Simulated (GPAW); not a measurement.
## ZnO (zincite): band structure with PBEsol

**Experimental background.**

“Electronic structure of alkaline earth and post-transition metal oxides”, 2009, arxiv:0908.1581 quotes, for a bulk crystal of ZnO: band gap 3.37 eV.

Crystal: ZnO (zincite).

```
CELL_PARAMETERS angstrom
3.24931 0.00000 0.00000
-1.62465 2.81398 0.00000
0.00000 0.00000 5.20571
ATOMIC_POSITIONS crystal
Zn 0.66667 0.33333 0.00000
Zn 0.33333 0.66667 0.50000
O 0.33333 0.66667 0.87901
O 0.66667 0.33333 0.37901
```

```yaml
Program: GPAW 26.7.0
Task: band structure
Functional: PBEsol
Potentials_or_basis: PAW data sets generated in the run's folder for this functional
Cutoff: 800 eV
Basis: pw
k_mesh: 8 × 8 × 4
Occupations: fermi-dirac, width 0.05 eV
Spin: no spin polarisation
Maxiter: 150
Band_path: GMKGALHA,LM,KH
Band_points: 80
```

- Pressure: -1.5 GPa
- Largest force: 0.063 eV/Å
- Band gap on the k mesh: 0.69 eV, direct
- Band gap along the path: 0.69 eV, direct

Forces on the atoms (eV/Å):
```
Zn   0.000  0.000 -0.063
Zn   0.000  0.000 -0.063
O    0.000  0.000  0.063
O    0.000  0.000  0.063
```

Stress tensor (GPa, compression positive):
```
-2.08  0.00  0.00
 0.00 -2.08  0.00
 0.00  0.00 -0.42
```

Levels at the corners of the path, in eV from the valence-band top:
```tsv
point	band 14	band 15	band 16	band 17	band 18	band 19	band 20
Γ	-0.82	-0.82	-0.07	0.00	0.00	0.69	5.11
M	-3.55	-2.84	-2.30	-1.30	-0.83	5.68	6.71
K	-3.51	-3.51	-1.93	-1.93	-1.73	7.51	7.61
Γ	-0.82	-0.82	-0.07	0.00	0.00	0.69	5.11
A	-2.24	-0.40	-0.40	-0.40	-0.40	3.38	3.38
L	-3.75	-1.52	-1.52	-1.36	-1.36	5.58	5.58
H	-3.70	-2.70	-2.70	-1.24	-1.24	7.85	7.85
A	-2.24	-0.40	-0.40	-0.40	-0.40	3.38	3.38
L	-3.75	-1.52	-1.52	-1.36	-1.36	5.58	5.58
M	-3.55	-2.84	-2.30	-1.30	-0.83	5.68	6.71
K	-3.51	-3.51	-1.93	-1.93	-1.73	7.51	7.61
H	-3.70	-2.70	-2.70	-1.24	-1.24	7.85	7.85
```

It took 2.2 min on 1 thread of Arm Neoverse V2, with other jobs on the host, peak memory 0.44 GiB.

Against the measured gap of ZnO, 3.37 eV (quoted in “Electronic structure of alkaline earth and post-transition metal oxides”, 2009, arxiv:0908.1581), the calculated 0.69 eV is off by -2.68 eV. So large a miss can be the level of theory's own, or it may mean another phase, state or a wrong row. The value is that of PBEsol, without temperature or zero-point motion. Semilocal functionals fall short of measured gaps as a rule.
